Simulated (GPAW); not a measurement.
# FePt (Tetraferroplatinum) (P4/mmm) in GPAW: settings compared

One crystal, FePt (Tetraferroplatinum), is run at these levels: vdW-DF2, vdW-DF, LDA+U, LDA; tasks: band structure.

All numbers are computed with GPAW 26.7.0; they aren't measurements. Logs are shortened: lines on timing, memory, paths and dates and some standing lists are left out, and cuts for length are marked. The log counts tension as positive stress, the text compression.

### Step 1. Starting point

It takes space group P4/mmm (No. 123, tetragonal). The conventional cell has a = 2.724 Å, b = 2.724 Å, c = 3.720 Å, α = 90.00°, β = 90.00°, γ = 90.00°. Pt (site symmetry 4/mmm) is surrounded by 8 Fe at 2.68 Å and 4 Pt at 2.72 Å. Around Fe (site symmetry 4/mmm) lie 8 Pt at 2.68 Å and 4 Fe at 2.72 Å.

### Step 2. Band structure, vdW-DF2, collinear spin, ferromagnetic start, spin-orbit coupling

run.py reads:

```python
import numpy as np
from ase.dft.bandgap import bandgap
from ase.io import read, write
from gpaw import GPAW, PW
from gpaw.spinorbit import soc_eigenstates

atoms = read('FePt.cif')
atoms.set_initial_magnetic_moments([0.0, 3.0])

calc = GPAW(mode=PW(600),
            xc={'name': 'vdW-DF2', 'backend': 'libvdwxc'},
            kpts={'size': (7, 7, 5), 'gamma': True},
            occupations={'name': 'fermi-dirac', 'width': 0.05},
            nbands=24,
            convergence={'density': 1e-05, 'energy': 1e-05},
            maxiter=150,
            txt='gpaw.txt')
atoms.calc = calc
energy = atoms.get_potential_energy()
forces = atoms.get_forces()
calc.write('gs.gpw')
write('result.traj', atoms)
print(f'Energy: {energy:.6f} eV')
print('Forces (eV/A):')
print(forces.round(4))
print('Moments:', calc.get_magnetic_moments().round(3))
print('Fermi level:', round(calc.get_fermi_level(), 4), 'eV')
print(f'Gap: {bandgap(calc)[0]:.4f} eV, direct: {bandgap(calc, direct=True)[0]:.4f} eV')

path = atoms.cell.bandpath('GXMGZRAZ,XR,MA', npoints=80, eps=1e-4)
bs_calc = calc.fixed_density(kpts=path, symmetry='off', nbands=34,
                             convergence={'bands': 'CBM+6.0', 'eigenstates': 1e-6}, txt='bands.txt')
bs = bs_calc.band_structure()
bs.write('bs.json')
print(f'Gap on the path: {bandgap(bs_calc)[0]:.4f} eV')

soc = soc_eigenstates(bs_calc, theta=54.7, phi=45)
np.savetxt('soc_bands.dat', soc.eigenvalues(), fmt='%.4f')
mesh = soc_eigenstates('gs.gpw', theta=54.7, phi=45)
np.savetxt('soc_mesh.dat', mesh.eigenvalues(), fmt='%.4f')
print('Fermi level with spin-orbit coupling:', round(mesh.fermi_level, 4), 'eV')
```

FePt.cif reads:

```cif
data_FePt
_cell_length_a 2.72350000
_cell_length_b 2.72350000
_cell_length_c 3.72000000
_cell_angle_alpha 90.00000000
_cell_angle_beta 90.00000000
_cell_angle_gamma 90.00000000
_space_group_name_H-M_alt 'P4/mmm'
_space_group_name_Hall '-P 4 2'
_space_group_IT_number 123
loop_
_space_group_symop_operation_xyz
'x,y,z'
'-x,-y,-z'
'-y,x,z'
'y,-x,-z'
'-x,-y,z'
'x,y,-z'
'y,-x,z'
'-y,x,-z'
'x,-y,-z'
'-x,y,z'
'-y,-x,-z'
'y,x,z'
'-x,y,-z'
'x,-y,z'
'y,x,-z'
'-y,-x,z'
loop_
_atom_site_label
_atom_site_type_symbol
_atom_site_symmetry_multiplicity
_atom_site_Wyckoff_symbol
_atom_site_fract_x
_atom_site_fract_y
_atom_site_fract_z
_atom_site_occupancy
Pt1 Pt 1 d 0.5000000000 0.5000000000 0.5000000000 1
Fe1 Fe 1 a 0.0000000000 0.0000000000 0.0000000000 1
```

Potentials or basis: GPAW PAW data sets (gpaw-data 1.2.1), pw.

Launch:

```console
$ OMP_NUM_THREADS=1 python run.py
```

gpaw.txt:

```text
__  _  _
 | _ |_)|_||  |
 |__||  | ||/\| - 26.7.0

Input parameters:
  mode=PW(ecut=600.0),
  convergence={'density': 1e-05, 'energy': 1e-05},
  kpts=MonkhorstPack(size=(7, 7, 5), gamma=True),
  maxiter=150,
  nbands=24,
  occupations=Occupations(name='fermi-dirac', width=0.05),
  xc=XC(name='vdW-DF2', backend='libvdwxc')

Diagonalizing LCAO Hamiltonian
Converting LCAO to pw mode
   .------.
  /|      |
 * |      |
 | |      |
 | | Pt   |
 | .------.
 |/      /
 Fe-----*

Atoms  # Å, Bohr magnetons
|   | symbol |        x |        y |        z |    initial magnetic moments |
|---|--------|----------|----------|----------|-----------------------------|
| 0 |     Pt | 1.361750 | 1.361750 | 1.860000 | ( 0.0000,  0.0000,  0.0000) |
| 1 |     Fe | 0.000000 | 0.000000 | 0.000000 | ( 0.0000,  0.0000,  3.0000) |

Unit cell  # Å
| periodic |        x |        y |        z |  lengths |    angles |
|----------|----------|----------|----------|----------|-----------|
|      yes | 2.723500 | 0.000000 | 0.000000 | 2.723500 | 90.000000 |
|      yes | 0.000000 | 2.723500 | 0.000000 | 2.723500 | 90.000000 |
|      yes | 0.000000 | 0.000000 | 3.720000 | 3.720000 | 90.000000 |

Number of symmetries: 16
Symmetry operations  # r_c * U_cc + t_c -> r_c
|    | kind |            matrix            |
|----|------|------------------------------|
|  0 |  E   |  1, 0, 0,  0, 1, 0,  0, 0, 1 |
|  1 |  σ   |  1, 0, 0,  0, 1, 0,  0, 0,-1 |
|  2 |  σ   |  1, 0, 0,  0,-1, 0,  0, 0, 1 |
|  3 |  C2  |  1, 0, 0,  0,-1, 0,  0, 0,-1 |
|  4 |  σ   |  0, 1, 0,  1, 0, 0,  0, 0, 1 |
|  5 |  C2  |  0, 1, 0,  1, 0, 0,  0, 0,-1 |
|  6 |  C4  |  0, 1, 0, -1, 0, 0,  0, 0, 1 |
|  7 |  S4  |  0, 1, 0, -1, 0, 0,  0, 0,-1 |
|  8 |  C4  |  0,-1, 0,  1, 0, 0,  0, 0, 1 |
|  9 |  S4  |  0,-1, 0,  1, 0, 0,  0, 0,-1 |
| 10 |  σ   |  0,-1, 0, -1, 0, 0,  0, 0, 1 |
| 11 |  C2  |  0,-1, 0, -1, 0, 0,  0, 0,-1 |
| 12 |  σ   | -1, 0, 0,  0, 1, 0,  0, 0, 1 |
| 13 |  C2  | -1, 0, 0,  0, 1, 0,  0, 0,-1 |
| 14 |  C2  | -1, 0, 0,  0,-1, 0,  0, 0, 1 |
| 15 |  i   | -1, 0, 0,  0,-1, 0,  0, 0,-1 |

BZ-sampling:
  Number of BZ points: 245
  Number of IBZ points: 30

  Monkhorst-Pack size: [7, 7, 5]
  Monkhorst-Pack shift: [0, 0, 0]

K-points  # in reciprocal-cell coordinates
|     |                                coordinates |     weight |
|-----|--------------------------------------------|------------|
|   0 | (  0.00000000,   0.00000000,   0.00000000) | 0.00408163 |
|   1 | (  0.00000000,   0.00000000,   0.20000000) | 0.00816327 |
|   2 | (  0.00000000,   0.00000000,   0.40000000) | 0.00816327 |
|   3 | (  0.14285714,   0.00000000,   0.00000000) | 0.01632653 |
|   4 | (  0.14285714,   0.00000000,   0.20000000) | 0.03265306 |
|   5 | (  0.14285714,   0.00000000,   0.40000000) | 0.03265306 |
|   6 | (  0.14285714,   0.14285714,   0.00000000) | 0.01632653 |
|   7 | (  0.14285714,   0.14285714,   0.20000000) | 0.03265306 |
|   8 | (  0.14285714,   0.14285714,   0.40000000) | 0.03265306 |
|   9 | (  0.28571429,   0.00000000,   0.00000000) | 0.01632653 |
| ... |                                            |            |
|  29 | (  0.42857143,   0.42857143,   0.40000000) | 0.03265306 |

Plane wave coefficients: 935
Cutoff: 600.0 eV

Spin-components: 2 (collinear spins)
Bands:           24
Projectors:      12
Spin-degeneracy: 1
Datatype:        complex128

Parallelization:
  kpt:    1
  domain: 1
  band:   1

Density:
  Valence electrons: 24.0
  Components: 2
  Grid points: [16 16 24]
  Charge: 0.0  # |e|

Potential:
  Grid points: [16 16 24]

species:
  Pt:
    name:    Platinum
    Z:       78.0
    valence: 16
    core:    62
    charge:  0.0  # [|e|]
    compensation charges:
      type: gauss
      rc: 0.41  # [Å]
      lmax: 2
    cutoffs:
      filter: 2.26  # [Å]
      core: 2.26  # [Å]
    projectors
    | kind |    occ | energy [eV] | rcut [Å] |
    |------|--------|-------------|----------|
    |   6s |  1.000 |      -5.628 |    1.307 |
    |   5p |  6.000 |     -56.051 |    1.371 |
    |   6p |  0.000 |      -0.845 |    1.371 |
    |   5d |  9.000 |      -6.153 |    1.307 |
    |    s |        |      21.583 |    1.307 |
    |    d |        |      21.058 |    1.307 |

    Using partial waves for Pt as LCAO basis

  Fe:
    name:    Iron
    Z:       26.0
    valence: 8
    core:    18
    charge:  0.0  # [|e|]
    compensation charges:
      type: gauss
      rc: 0.33  # [Å]
      lmax: 2
    cutoffs:
      filter: 2.06  # [Å]
      core: 2.67  # [Å]
    projectors
    | kind |    occ | energy [eV] | rcut [Å] |
    |------|--------|-------------|----------|
    |   4s |  2.000 |      -5.291 |    1.164 |
    |   4p |  0.000 |      -1.326 |    1.058 |
    |   3d |  6.000 |      -7.505 |    1.058 |
    |    s |        |      21.920 |    1.164 |
    |    p |        |      25.885 |    1.058 |
    |    d |        |      19.706 |    1.058 |

    Using partial waves for Fe as LCAO basis

Reference energy: -534994.817367  # eV

eigensolver:
  PPCG
  Converge bands: occupied
  niter=2

density mixing:
  MSR1-Mixer
  Pratt-step length: 0.05
  Maximum mixing coefficient: 0.75
  Old densities: 10
  SVD Regularization: 0.005
  Good broyden scale: 1.0
  Trust region scale: 1.0
  Backstep threshold: 4.0
  History deletion threshold: 6.0
  Fourier metric: weight=20.0, sigma=0.015

occupation numbers:
  Fermi-Dirac:
    width: 0.0500  # eV

poisson solver:
  ecut: 4800.0  # eV

xc functional:
  name: vdW-DF2 with libvdwxc
  Mode: serial
  Semilocal: GGA_X_RPW86+LDA_C_PW with 2 nearest neighbor stencil
  Local blocksize: 32 x 32 x 48
  PAW datasets: PBE

convergence criteria:
- Maximum integral of absolute [dens]ity change: 1e-05 electrons / valence electron
- Maximum [total energy] change in last 3 cyles: 1e-05 eV / valence electron
- Maximum integral of absolute [eigenst]ate change: 4e-08 eV^2 / valence electron
maximum number of iterations: 150

SCF iterations
|iter     | |      energy | eigst |  dens |  magmom |
|---------|-|-------------|-------|-------|---------|
|iter:   1| | -239.692091 | +0.10 |       |  +3.0029|
|iter:   2| | -236.668834 | -1.85 | -0.58 |  +2.9098|
|iter:   3| | -236.407852 | -2.94 | -1.06 |  +2.9006|
|iter:   4| | -236.214886 | -2.51 | -1.25 |  +2.9147|
|iter:   5| | -236.184948 | -3.20 | -1.44 |  +2.9309|
|iter:   6| | -236.194034 | -3.13 | -1.57 |  +2.9909|
|iter:   7| | -236.205286 | -3.05 | -1.73 |  +3.0683|
|iter:   8| | -236.204478 | -4.11 | -2.10 |  +3.0874|
|iter:   9| | -236.205285 | -4.50 | -2.32 |  +3.0938|
|iter:  10| | -236.205455 | -5.05 | -2.45 |  +3.1043|
|iter:  11| | -236.205403c| -5.45 | -2.67 |  +3.1176|
|iter:  12| | -236.205396c| -5.95 | -3.07 |  +3.1256|
|iter:  13| | -236.205392c| -6.86 | -3.70 |  +3.1259|
|iter:  14| | -236.205390c| -7.84c| -4.15 |  +3.1256|
|iter:  15| | -236.205391c| -8.07c| -4.75 |  +3.1255|
|iter:  16| | -236.205391c| -8.69c| -5.22c|  +3.1255|

Converged in 16 steps
Energy contributions relative to reference atoms: (reference = -534994.817367)

Energy contributions:
  Kinetic:          21.012527
  Coulomb:         -19.134278
  Zero:             -0.781145
  External:          0.000000
  Xc:             -237.297125
  Entropy:          -0.010738
  Spinorbit:         0.000000
  ----------------------------
  Free energy:    -236.210760
  Extrapolated:   -236.205391

dipole moment: (-6.561848, -6.561848, -8.962759)  # |e|*Ang

Total magnetic moment: (0.000000, 0.000000, 3.125457)

Local magnetic moments
|        x |        y |        z |
|----------|----------|----------|
| 0.000000 | 0.000000 | 0.376531 |  # Pt   0
| 0.000000 | 0.000000 | 2.759966 |  # Fe   1

Fermi level: 11.145
Eigenvalues  # (at kpt = [0.000, 0.000, 0.000])
| band index |      eig [eV] | occ [0-1] |      eig [eV] | occ [0-1] |
|------------|---------------|-----------|---------------|-----------|
|          0 |       -41.847 |     1.000 |       -41.528 |     1.000 |
|        ... |               |           |               |           |
|          4 |         4.994 |     1.000 |         5.447 |     1.000 |
|          5 |         5.125 |     1.000 |         5.467 |     1.000 |
|          6 |         7.840 |     1.000 |         8.749 |     1.000 |
|          7 |         7.840 |     1.000 |         8.749 |     1.000 |
|          8 |         8.475 |     1.000 |        10.190 |     1.000 |
|          9 |         9.215 |     1.000 |        10.268 |     1.000 |
[... 8 lines left out ...]
|         18 |        29.093 |     0.000 |        28.746 |     0.000 |
|         19 |        30.399 |     0.000 |        30.820 |     0.000 |
|        ... |               |           |               |           |
|         23 |        34.168 |     0.000 |        34.363 |     0.000 |

No gap
No difference between direct/indirect transitions

Forces  # eV/Ang
|       x |       y |       z |
|---------|---------|---------|
| 0.00000 | 0.00000 | 0.00000 |  # Pt   0
| 0.00000 | 0.00000 | 0.00000 |  # Fe   1

# Writing to gs.gpw (mode='')
```

Wall time 75 s (1 thread of Arm Neoverse V1, shared host); peak memory 0.33 GiB.

What came out:

```
Free energy             : -236.2108 eV
Band gap along the path : none (metal or under the smearing width)
Net moment              : 3.13 μB per cell
Site moments            : Pt +0.38; Fe +2.76 μB
```

Levels at the corners of the path, in eV from the Fermi level:
```csv
point,band 20,band 21,band 22,band 23,band 24,band 25,band 26,band 27,band 28,band 29
Γ,-1.10,-0.83,-0.61,-0.36,-0.07,0.50,1.49,1.62,1.71,2.65
X,-1.91,-1.54,-1.31,-1.22,-1.00,0.41,0.56,0.59,2.06,2.36
M,0.41,0.84,1.17,1.45,1.46,1.51,1.56,1.68,1.77,2.51
Γ,-1.10,-0.83,-0.61,-0.36,-0.07,0.50,1.49,1.62,1.71,2.65
Z,-1.93,-1.82,-1.78,-1.65,-1.57,-0.75,-0.55,0.06,0.32,0.39
R,-0.64,-0.61,-0.58,-0.43,-0.25,0.40,0.41,0.81,1.37,1.44
A,-1.46,-1.26,-0.78,0.46,0.65,0.83,1.51,6.47,6.77,7.78
Z,-1.93,-1.82,-1.78,-1.65,-1.57,-0.75,-0.55,0.06,0.32,0.39
X,-1.91,-1.54,-1.31,-1.22,-1.00,0.41,0.56,0.59,2.06,2.36
R,-0.64,-0.61,-0.58,-0.43,-0.25,0.40,0.41,0.81,1.37,1.44
M,0.41,0.84,1.17,1.45,1.46,1.51,1.56,1.68,1.77,2.51
A,-1.46,-1.26,-0.78,0.46,0.65,0.83,1.51,6.47,6.77,7.78
```

Caveat: spin-orbit coupling was added after a scalar SCF, so levels and gaps hold it while energy, forces, pressure and moments don't; this program's spin-orbit splittings come out too wide for heavy elements; the PAW data sets were made with another functional, which shifts forces and pressure a little.

[end of part 1 of 2]
